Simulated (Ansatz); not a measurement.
# Ge: a strain scan

Aim: for Ge, see how energy and stress answer to the strain pattern (0, 1, 0, 0, 0, 0).

Method: DFT PBEsol, scalar-relativistic, plane waves, PAW, in Ansatz 0.2.0.

2 further runs of the same task are left out: 2 set aside as unsound or not needed. Runs told in other sessions of the task aren't counted.

## 1. Starting point

Symmetry: I4_1/amd, No. 141, tetragonal system. Conventional cell: a = 5.126 Å, b = 5.126 Å, c = 2.793 Å, α = 90.00°, β = 90.00°, γ = 90.00°. Around Ge (site symmetry -4m2) lie 6 Ge at 2.66 to 2.79 Å.

Coordinates:

```
CELL_PARAMETERS angstrom
-2.56301 2.56301 1.39666
2.56301 -2.56301 1.39666
2.56301 2.56301 -1.39666
ATOMIC_POSITIONS crystal
Ge 0.25000 0.75000 0.50000
Ge 0.50000 0.50000 0.00000
```

It goes back to an entry of the Materials Project, which need not be the stable form.

It is the result of an earlier relaxation at this level (volume 18.35 Å³/atom; gap on the mesh: none (metal)).

## 2. Zero of energy

Reference values: F = -8506.6679 eV; pressure -0.04 GPa; largest force 0.000 eV/Å; gap on the mesh none (metal). It was computed beforehand with the settings of the runs below.

## 3. The scan: a strain scan

The cell is strained by ε times the Voigt pattern (0, 1, 0, 0, 0, 0) (xx, yy, zz, yz, xz, xy; engineering shear), with fractional coordinates fixed (clamped ions). The stress on the pattern is the sum of the stress components weighted by it, tension positive.

## 4. Point ε = -0.0600

Contents of input.yaml:

```yaml
crystal:
  lattice:
    - [-2.5630127536, 2.4092319884, 1.3966622747]
    - [2.5630127536, -2.4092319884, 1.3966622747]
    - [2.5630127536, 2.4092319884, -1.3966622747]
  atoms:
    - { symbol: Ge, position: [0.25, 0.75, 0.5] }
    - { symbol: Ge, position: [0.5, 0.5, 0.0] }
basis:
  ecutwfc: 420
kpoints:
  mp_grid: { grid: [24, 24, 24] }
hamiltonian:
  xc: pbesol
scf:
  occupations: { method: gaussian, width: 0.15 }
output:
  forces: true
  stress: true
  eigenvalues: true
```

Launch:

```sh
$ ansatz run input.yaml --threads 1 --pin off --max-ram 2560MiB --backend cpu --events-out ev --progress --plain --runs-dir out
```

## 5. Point ε = 0.0450

Changes to input.yaml since step 4:

```diff
@@ -2,5 +2,5 @@
   lattice:
-    - [-2.5630127536, 2.4092319884, 1.3966622747]
-    - [2.5630127536, -2.4092319884, 1.3966622747]
-    - [2.5630127536, 2.4092319884, -1.3966622747]
+    - [-2.5630127536, 2.6783483275, 1.3966622747]
+    - [2.5630127536, -2.6783483275, 1.3966622747]
+    - [2.5630127536, 2.6783483275, -1.3966622747]
   atoms:
```

## 6. Point ε = -0.0300

Changes to input.yaml since step 5:

```diff
@@ -2,5 +2,5 @@
   lattice:
-    - [-2.5630127536, 2.6783483275, 1.3966622747]
-    - [2.5630127536, -2.6783483275, 1.3966622747]
-    - [2.5630127536, 2.6783483275, -1.3966622747]
+    - [-2.5630127536, 2.486122371, 1.3966622747]
+    - [2.5630127536, -2.486122371, 1.3966622747]
+    - [2.5630127536, 2.486122371, -1.3966622747]
   atoms:
```

## 7. ε = 0.0150

Changes to input.yaml since step 6:

```diff
@@ -2,5 +2,5 @@
   lattice:
-    - [-2.5630127536, 2.486122371, 1.3966622747]
-    - [2.5630127536, -2.486122371, 1.3966622747]
-    - [2.5630127536, 2.486122371, -1.3966622747]
+    - [-2.5630127536, 2.6014579449, 1.3966622747]
+    - [2.5630127536, -2.6014579449, 1.3966622747]
+    - [2.5630127536, 2.6014579449, -1.3966622747]
   atoms:
```

## 8. ε = 0.0600

Changes to input.yaml since step 7:

```diff
@@ -2,5 +2,5 @@
   lattice:
-    - [-2.5630127536, 2.6014579449, 1.3966622747]
-    - [2.5630127536, -2.6014579449, 1.3966622747]
-    - [2.5630127536, 2.6014579449, -1.3966622747]
+    - [-2.5630127536, 2.7167935188, 1.3966622747]
+    - [2.5630127536, -2.7167935188, 1.3966622747]
+    - [2.5630127536, 2.7167935188, -1.3966622747]
   atoms:
```

(Steps that only read results are left out.)

What does the calculation give? Wanted: slope of the stress at ε = 0, from the points at -0.0300, 0 and 0.0150.

The runs gave:

```
                                                              quantity    value
slope of the stress at ε = 0, from the points at -0.0300, 0 and 0.0150  172 GPa
```

In words: From the stress slope, C22 is about 172 GPa with the ions clamped; letting the atoms relax could not make it stiffer. The step is wide, so higher orders mix in. No sampled point lies below the undisturbed cell. Compression costs more than tension: 42.0 against 31.1 meV/atom at the ends.
